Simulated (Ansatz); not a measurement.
Si2W:

```
CELL_PARAMETERS angstrom
4.61685 0.00000 0.00000
-2.30843 3.99831 0.00000
0.00000 0.00000 6.65322
ATOMIC_POSITIONS crystal
W 0.50000 0.00000 0.50000
W 0.50000 0.50000 0.83333
W 0.00000 0.50000 0.16667
Si 0.32725 0.16363 0.16667
Si 0.83637 0.16363 0.83333
Si 0.16363 0.32725 0.50000
Si 0.67275 0.83637 0.16667
Si 0.16363 0.83637 0.83333
Si 0.83637 0.67275 0.50000
```

Measurements of this composition are mostly on another form, of space group No. 139.

* Program: Ansatz 0.2.0
* Task: relaxation of cell and atoms
* Functional: PBEsol
* Dispersion: D4
* Potentials or basis: Ansatz PAW
* Cutoff: 420 eV (not typed: the program's choice for these potentials)
* k mesh: 7 × 7 × 4
* Occupations: fermi-dirac, width 0.05 eV
* Spin: no spin polarisation

At the start: volume 13.65 Å³/atom.

Task: How do energy, volume and symmetry change on relaxing?

Result: It ends after 5 steps and the volume is 13.10 Å³/atom (-4.0 %); space group P6_222 (No. 180, to 0.05 Å).

The path:
```csv
step,energy change (eV),largest force (eV/Å),volume (Å³)
1,0.0000,0.0350,122.82
2,-0.1093,0.1259,115.65
3,-0.1454,0.0127,118.09
4,-0.1457,0.0034,117.92
5,-0.1444,0.0033,117.92
```

Final structure:
```
W Si
1.0
     4.55163    0.00000    0.00000
    -2.27581    3.94182    0.00000
     0.00000    0.00000    6.57232
W Si
3 6
Direct
  0.50000 0.00000 0.50000
  0.50000 0.50000 0.83333
  0.00000 0.50000 0.16667
  0.32741 0.16370 0.16667
  0.83630 0.16370 0.83333
  0.16370 0.32741 0.50000
  0.67259 0.83630 0.16667
  0.16370 0.83630 0.83333
  0.83630 0.67259 0.50000
```

Caveat: the plane-wave basis is chosen anew once the cell has moved, so the energies of steps on either side of that aren't comparable; the PAW data sets come from PBE, with cores solved anew for the run's functional, which leaves a small shift of forces and pressure.
